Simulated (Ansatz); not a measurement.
Task: band-curvature effective masses by finite differences of KNbO3, space group P4mm, with the Ansatz DFT code, driven from Python. Give the script and its output. Level of theory (first run): PBE, PAW, cutoff 463 eV, 6×6×6 k-points, fixed occupations.

```
K Nb O
1.0
     3.99600    0.00000    0.00000
     0.00000    3.99600    0.00000
     0.00000    0.00000    4.06300
K Nb O
1 1 3
Direct
  0.00000 0.00000 0.01800
  0.50000 0.50000 0.50000
  0.50000 0.50000 0.04400
  0.50000 0.00000 0.54000
  0.00000 0.50000 0.54000
```

The script, `mass_knbo3.py`:
```python
# -*- coding: utf-8 -*-
import warnings

import ansatz as az
import numpy as np

warnings.simplefilter("ignore", az.DeckWarning)

vectors = np.array([
    [3.996, 0.0, 0.0],
    [0.0, 3.996, 0.0],
    [0.0, 0.0, 4.063],
])
system = (
    az.Lattice.of(vectors)
    .atom("K", (0.0, 0.0, 0.018))
    .atom("Nb", (0.5, 0.5, 0.5))
    .atom("O", (0.5, 0.5, 0.044))
    .atom("O", (0.5, 0.0, 0.54))
    .atom("O", (0.0, 0.5, 0.54))
)

model = (
    system.calculation()
    .functional("pbe")
    .basis(34 * az.Ry)
    .kpoints(6)
    .occupations("fixed")
)
result = model.band_table().run(threads=1)
rep = result.report
levels = np.array(rep["eigenvalues_ev"])
filled = round(rep["n_electrons"] / 2)
edges = {"top filled band": (filled - 1, levels[:, filled - 1].argmax()), "lowest empty band": (filled, levels[:, filled].argmin())}
gap = levels[:, filled].min() - levels[:, filled - 1].max()
print(f"gap on the mesh {gap:.3f} eV")
if gap <= 0.05:
    print("no gap: band-edge masses have no meaning here")
    edges = {}
reciprocal = 2 * np.pi * np.linalg.inv(result.lattice.cell_ang).T
step = 0.006  # 1/A

pairs = [(0, 1), (0, 2), (1, 2)]
moves = [sign * axis for axis in np.eye(3) for sign in (-1, 1)]
moves += [s1 * np.eye(3)[i] + s2 * np.eye(3)[j] for i, j in pairs for s1 in (1, -1) for s2 in (1, -1)]
for name, (band, index) in edges.items():
    together = int(np.sum(np.abs(levels[index] - levels[index, band]) < 2e-3))
    print(name, "at k =", np.round(rep["kpoints_frac"][index], 4), f"E = {levels[index, band]:.4f} eV, degeneracy {together}")
    centre = np.array(rep["kpoints_frac"][index]) @ reciprocal
    points = [centre] + [centre + step * move for move in moves]
    table = model.band_structure(points, intervals=1, cartesian=True).run(threads=1).band_structure().channels[0].eigenvalues_ev
    if together > 1:
        level = np.flatnonzero(np.abs(levels[index] - levels[index, band]) < 2e-3)
        along = (table[1, level] + table[2, level] - 2 * table[0, level]) / step ** 2
        print("  degenerate level, no single mass tensor; masses of its branches along x:", np.round(7.61996 / along, 3), "m_e")
        continue
    e = table[:, band]
    hessian = np.diag((e[1:7:2] + e[2:7:2] - 2 * e[0]) / step ** 2)
    for (i, j), (pp, pm, mp, mm) in zip(pairs, e[7:].reshape(3, 4)):
        hessian[i, j] = hessian[j, i] = (pp - pm - mp + mm) / (4 * step ** 2)
    curvatures, axes = np.linalg.eigh(hessian)
    slope = (e[2:7:2] - e[1:7:2]) / (2 * step)
    print("  slope (eV A):", np.round(slope, 3) + 0.0, "" if np.abs(slope).max() < 0.05 else "- no extremum here, so these are local curvatures and no band-edge masses")
    for curvature, axis in zip(curvatures, axes.T):
        print(f"  principal mass {7.61996 / curvature:8.3f} m_e along", np.round(axis, 2) + 0.0)
```

```console
$ python mass_knbo3.py
gap on the mesh 1.591 eV
top filled band at k = [-0.5 -0.5 -0.5] E = 8.3217 eV, degeneracy 1
  slope (eV A): [0. 0. 0.]
  principal mass   -1.029 m_e along [-0.81 -0.59  0.  ]
  principal mass   -1.029 m_e along [-0.59  0.81  0.  ]
  principal mass  -27.223 m_e along [0. 0. 1.]
lowest empty band at k = [0. 0. 0.] E = 9.9128 eV, degeneracy 1
  slope (eV A): [0. 0. 0.]
  principal mass    9.049 m_e along [ 0.  0. -1.]
  principal mass    0.276 m_e along [0.98 0.2  0.  ]
  principal mass    0.276 m_e along [ 0.2  -0.98  0.  ]
```

Absolute energies stand on the zero of these potentials, so only differences at equal settings mean something. A total without «per atom» is that of the cell as typed. No spin polarisation was allowed. Semilocal gaps usually lie well under measured ones. The computed bands are complete only to about 5.5 eV above the Fermi level. The structure is a deposited one; some such entries were measured under pressure or heat, so a shift against it needn't be the functional's error alone. Levels are Kohn-Sham eigenvalues on this mesh, without spin-orbit coupling. The masses are finite-difference curvatures at extrema found on a coarse mesh, which needn't be the true band edges; a step that is long against the gap makes them too heavy. Negative values are curvatures of valence bands (the hole mass is their size). Spin-orbit coupling is left out, and light masses scale with the Kohn-Sham gap. Finished in 24 s on 1 thread of Arm Neoverse V1, on a shared host, peak memory 0.45 GiB.
